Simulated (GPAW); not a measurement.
# MoS2 (P1) in GPAW: single point with PBE

Aim: the single point of MoS2 with PBE.

All numbers are computed with GPAW 26.7.0; they aren't measurements. Logs are shortened: lines on timing, memory, paths and dates and some standing lists are left out, and cuts for length are marked. The log counts tension as positive stress, the text compression.

## 1. The cell of the first run

The typed cell holds 6 atoms: a = 3.227 Å, b = 5.590 Å, c = 6.312 Å, α = 90.00°, β = 90.00°, γ = 90.00°.

The cell comes from a database or a generator and needn't be the stable form of this composition.

## 2. Single point, PBE (a zone-boundary wave of random shape, sigma 0.1 Å)

run.py reads:

```python
from ase.dft.bandgap import bandgap
from ase.io import read, write
from ase.units import GPa
from gpaw import GPAW, PW

atoms = read('MoS2.xyz')

calc = GPAW(mode=PW(450),
            xc='PBE',
            kpts={'size': (6, 4, 3), 'gamma': True},
            occupations={'name': 'fermi-dirac', 'width': 0.05},
            nbands=46,
            maxiter=120,
            txt='gpaw.txt')
atoms.calc = calc
energy = atoms.get_potential_energy()
forces = atoms.get_forces()
stress = atoms.get_stress()
calc.write('gs.gpw')
write('result.traj', atoms)
print(f'Energy: {energy:.6f} eV')
print('Forces (eV/A):')
print(forces.round(4))
print('Stress (GPa):', (stress / GPa).round(3))
print('Fermi level:', round(calc.get_fermi_level(), 4), 'eV')
print(f'Gap: {bandgap(calc)[0]:.4f} eV, direct: {bandgap(calc, direct=True)[0]:.4f} eV')
```

MoS2.xyz reads:

```xyz
6
Lattice="3.2274645600 0.0000000000 0.0000000000 0.0000000000 5.5901326000 0.0000000000 0.0000000000 0.0000000000 6.3124734200" Properties=species:S:1:pos:R:3 pbc="T T T"
Mo     0.0815073582      0.1125300401      3.2731249066
Mo     1.5322249218      2.6825362599      3.0393485134
S      3.2202161587      1.8009948213      1.6482869258
S      1.6209806490      4.7208265640      1.5751059164
S      1.4945861978      0.9530780302      4.5036686907
S      0.1191461145      3.7053657845      4.8978853070
```

Potentials or basis: GPAW PAW data sets (gpaw-data 1.2.1), pw.

On the command line:

```
$ OMP_NUM_THREADS=1 python run.py
```

gpaw.txt:

```text
__  _  _
 | _ |_)|_||  |
 |__||  | ||/\| - 26.7.0

Input parameters:
  mode=PW(ecut=450.00000000000006),
  kpts=MonkhorstPack(size=(6, 4, 3), gamma=True),
  maxiter=120,
  nbands=46,
  occupations=Occupations(name='fermi-dirac', width=0.05),
  xc=XC(name='PBE')

Diagonalizing LCAO Hamiltonian
Converting LCAO to pw mode
    .-------.
   /|       |
  / |       |
 * S|       |
 |  |       |
 |  |S      |
 |  | MoS   |
 Mo |       |
 |  .-----S-.
 | /       /
 |/       /
 *-------*

Atoms  # Å, Bohr magnetons
|   | symbol |        x |        y |        z |    initial magnetic moments |
|---|--------|----------|----------|----------|-----------------------------|
| 0 |     Mo | 0.081507 | 0.112530 | 3.273125 | ( 0.0000,  0.0000,  0.0000) |
| 1 |     Mo | 1.532225 | 2.682536 | 3.039349 | ( 0.0000,  0.0000,  0.0000) |
| 2 |      S | 3.220216 | 1.800995 | 1.648287 | ( 0.0000,  0.0000,  0.0000) |
| 3 |      S | 1.620981 | 4.720827 | 1.575106 | ( 0.0000,  0.0000,  0.0000) |
| 4 |      S | 1.494586 | 0.953078 | 4.503669 | ( 0.0000,  0.0000,  0.0000) |
| 5 |      S | 0.119146 | 3.705366 | 4.897885 | ( 0.0000,  0.0000,  0.0000) |

Unit cell  # Å
| periodic |        x |        y |        z |  lengths |    angles |
|----------|----------|----------|----------|----------|-----------|
|      yes | 3.227465 | 0.000000 | 0.000000 | 3.227465 | 90.000000 |
|      yes | 0.000000 | 5.590133 | 0.000000 | 5.590133 | 90.000000 |
|      yes | 0.000000 | 0.000000 | 6.312473 | 6.312473 | 90.000000 |

Number of symmetries: 1
Symmetry operations  # r_c * U_cc + t_c -> r_c
|   | kind |            matrix            |
|---|------|------------------------------|
| 0 |  E   |  1, 0, 0,  0, 1, 0,  0, 0, 1 |

BZ-sampling:
  Number of BZ points: 72
  Number of IBZ points: 38

  Monkhorst-Pack size: [6, 4, 3]
  Monkhorst-Pack shift: [0.08333333333333333, 0.125, 0.0]

K-points  # in reciprocal-cell coordinates
|     |                                coordinates |     weight |
|-----|--------------------------------------------|------------|
|   0 | (  0.00000000,   0.00000000,   0.00000000) | 0.01388889 |
|   1 | (  0.00000000,   0.00000000,   0.33333333) | 0.02777778 |
|   2 | (  0.00000000,   0.25000000,  -0.33333333) | 0.02777778 |
|   3 | (  0.00000000,   0.25000000,   0.00000000) | 0.02777778 |
|   4 | (  0.00000000,   0.25000000,   0.33333333) | 0.02777778 |
|   5 | (  0.00000000,   0.50000000,   0.00000000) | 0.01388889 |
|   6 | (  0.00000000,   0.50000000,   0.33333333) | 0.02777778 |
|   7 | (  0.16666667,  -0.25000000,  -0.33333333) | 0.02777778 |
|   8 | (  0.16666667,  -0.25000000,   0.00000000) | 0.02777778 |
|   9 | (  0.16666667,  -0.25000000,   0.33333333) | 0.02777778 |
| ... |                                            |            |
|  37 | (  0.50000000,   0.50000000,   0.33333333) | 0.02777778 |

Plane wave coefficients: 2492
Cutoff: 450.00000000000006 eV

Spin-components: 1 (collinear spins)
Bands:           46
Projectors:      32
Spin-degeneracy: 2
Datatype:        complex128

Parallelization:
  kpt:    1
  domain: 1
  band:   1

Density:
  Valence electrons: 52.0
  Components: 1
  Grid points: [16 28 32]
  Charge: 0.0  # |e|

Potential:
  Grid points: [16 28 32]

species:
  Mo:
    name:    Molybdenum
    Z:       42.0
    valence: 14
    core:    28
    charge:  0.0  # [|e|]
    compensation charges:
      type: gauss
      rc: 0.38  # [Å]
      lmax: 2
    cutoffs:
      filter: 2.16  # [Å]
      core: 1.42  # [Å]
    projectors
    | kind |    occ | energy [eV] | rcut [Å] |
    |------|--------|-------------|----------|
    |   4s |  2.000 |     -64.307 |    1.238 |
    |   5s |  1.000 |      -4.084 |    1.238 |
    |   4p |  6.000 |     -38.491 |    1.296 |
    |   5p |  0.000 |      -1.044 |    1.296 |
    |   4d |  5.000 |      -3.754 |    1.296 |
    |    d |        |      23.458 |    1.296 |

    Using partial waves for Mo as LCAO basis

  S:
    name:    Sulfur
    Z:       16.0
    valence: 6
    core:    10
    charge:  0.0  # [|e|]
    compensation charges:
      type: gauss
      rc: 0.24  # [Å]
      lmax: 2
    cutoffs:
      filter: 1.77  # [Å]
      core: 1.66  # [Å]
    projectors
    | kind |    occ | energy [eV] | rcut [Å] |
    |------|--------|-------------|----------|
    |   3s |  2.000 |     -17.254 |    0.974 |
    |   3p |  4.000 |      -7.008 |    0.979 |
    |    s |        |       9.957 |    0.974 |
    |    p |        |      20.203 |    0.979 |
    |    d |        |       0.000 |    0.900 |

    Using partial waves for S as LCAO basis

Reference energy: -263698.624853  # eV

eigensolver:
  PPCG
  Converge bands: occupied
  niter=2

density mixing:
  MSR1-Mixer
  Pratt-step length: 0.05
  Maximum mixing coefficient: 0.75
  Old densities: 10
  SVD Regularization: 0.005
  Good broyden scale: 1.0
  Trust region scale: 1.0
  Backstep threshold: 4.0
  History deletion threshold: 6.0
  Fourier metric: weight=20.0, sigma=0.015

occupation numbers:
  Fermi-Dirac:
    width: 0.0500  # eV

poisson solver:
  ecut: 3600.0000000000005  # eV

xc functional:
  name: PBE with 2 nearest neighbor stencil

convergence criteria:
- Maximum [total energy] change in last 3 cyles: 0.0005 eV / valence electron
- Maximum integral of absolute [dens]ity change: 0.0001 electrons / valence electron
- Maximum integral of absolute [eigenst]ate change: 4e-08 eV^2 / valence electron
maximum number of iterations: 120

SCF iterations
|iter     | |      energy | eigst |  dens |
|---------|-|-------------|-------|-------|
|iter:   1| |  -44.023215 | +0.56 |       |
|iter:   2| |  -43.054966 | -1.08 | -0.96 |
|iter:   3| |  -40.912895 | -1.05 | -1.05 |
|iter:   4| |  -40.847916 | -1.96 | -1.46 |
|iter:   5| |  -40.877689 | -2.65 | -1.68 |
|iter:   6| |  -40.822264 | -2.88 | -1.69 |
|iter:   7| |  -40.817456 | -3.44 | -2.03 |
|iter:   8| |  -40.817147c| -4.19 | -2.59 |
|iter:   9| |  -40.816903c| -4.81 | -2.92 |
|iter:  10| |  -40.816898c| -5.53 | -3.28 |
|iter:  11| |  -40.816903c| -6.59 | -3.86 |
|iter:  12| |  -40.816901c| -7.32 | -4.16c|
|iter:  13| |  -40.816901c| -7.63c| -4.66c|

Converged in 13 steps
Energy contributions relative to reference atoms: (reference = -263698.624853)

Energy contributions:
  Kinetic:          14.031863
  Coulomb:         -22.031411
  Zero:             -0.507557
  External:          0.000000
  Xc:              -32.296036
  Entropy:          -0.027520
  Spinorbit:         0.000000
  ----------------------------
  Free energy:     -40.830661
  Extrapolated:    -40.816901

dipole moment: (-9.631919, -17.550421, 0.117421)  # |e|*Ang

Fermi level: 7.433
Eigenvalues  # (at kpt = [0.000, 0.000, 0.000])
| band index |      eig [eV] | occ [0-2] |
|------------|---------------|-----------|
|          0 |       -54.265 |     2.000 |
|        ... |               |           |
|         19 |         4.039 |     2.000 |
|         20 |         5.423 |     2.000 |
|         21 |         5.975 |     2.000 |
|         22 |         6.022 |     2.000 |
|         23 |         6.391 |     2.000 |
|         24 |         6.670 |     2.000 |
|         25 |         7.071 |     1.999 |
|         26 |         7.243 |     1.955 |
|         27 |         7.632 |     0.036 |
|         28 |         8.500 |     0.000 |
|         29 |         9.452 |     0.000 |
|         30 |        10.557 |     0.000 |
|         31 |        10.592 |     0.000 |
|         32 |        11.407 |     0.000 |
|         33 |        11.640 |     0.000 |
|         34 |        13.247 |     0.000 |
|        ... |               |           |
|         45 |        19.280 |     0.000 |

No gap
No difference between direct/indirect transitions

Forces  # eV/Ang
|        x |        y |        z |
|----------|----------|----------|
| -3.06286 | -2.77720 | -4.35790 |  # Mo   0
|  0.86027 |  1.51291 |  1.49313 |  # Mo   1
| -0.47073 |  0.15479 | -2.47280 |  # S    2
| -0.34644 | -0.57080 |  1.12834 |  # S    3
|  3.36551 |  1.43568 |  6.15121 |  # S    4
| -0.34605 |  0.24463 | -1.94196 |  # S    5

Stress tensor  # eV/Ang^3
|         x |         y |         z |
|-----------|-----------|-----------|
| -0.056472 | -0.031979 | -0.042261 |
| -0.031979 | -0.033404 | -0.022632 |
| -0.042261 | -0.022632 | -0.055693 |

# Writing to gs.gpw (mode='')
```

Wall time 88 s (1 thread of Arm Neoverse V1, shared host); peak memory 0.25 GiB.

Results:

| Quantity | Value |
| --- | --- |
| Free energy | -40.8307 eV |
| Pressure | 7.8 GPa |
| Largest force | 7.157 eV/Å |
| Band gap on the k mesh | none (metal or under the smearing width) |

Forces in eV/Å, atoms in the order of the input:
```
Mo  -3.063 -2.777 -4.358
Mo   0.860  1.513  1.493
S   -0.471  0.155 -2.473
S   -0.346 -0.571  1.128
S    3.366  1.436  6.151
S   -0.346  0.245 -1.942
```

Caveat: the cutoff is short for stress and forces, so pressures can be off by a GPa or more.
